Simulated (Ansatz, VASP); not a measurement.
# Two plane-wave programs on ZnO

```xyz
4
Lattice="3.2967 0.0000 0.0000 -1.6483 2.8550 0.0000 0.0000 0.0000 5.3159" Properties=species:S:1:pos:R:3 pbc="T T T"
Zn    0.0000    1.9033    0.0077
Zn    1.6483    0.9517    2.6656
O     0.0000    1.9033    2.0235
O     1.6483    0.9517    4.6814
```

Alike in both runs: functional RPBE; k mesh 8 × 8 × 6; occupations gaussian, width 0.05 eV; no spin polarisation.

Ansatz relaxed the structure, and its values are those at the end. VASP's run is a single point on that final structure, the one shown.

|  | VASP | Ansatz |
| --- | --- | --- |
| version | VASP 6.6.1 | Ansatz 0.2.0 |
| potentials or method | VASP PAW PBE potentials, release 64 (Zn, O) | scalar-relativistic, plane waves, PAW |
| plane-wave cutoff (eV) | 520 | 420 |
| valence electrons in the cell | 36 | 36 |

```csv
,VASP,Ansatz,Ansatz less VASP
gap on the k mesh at the Fermi level (eV),0.80,0.83,+0.026
least direct gap on the mesh (eV),0.80,0.83,+0.026
pressure (GPa),3.4,2.4,-0.95
rms of the force components (eV/Å),0.004,0.004,+0.0001
```

Caveats: the PAW data sets were made with another functional, which shifts forces and pressure a little (VASP). RPBE gaps usually lie below the measured ones, often by a third to a half.
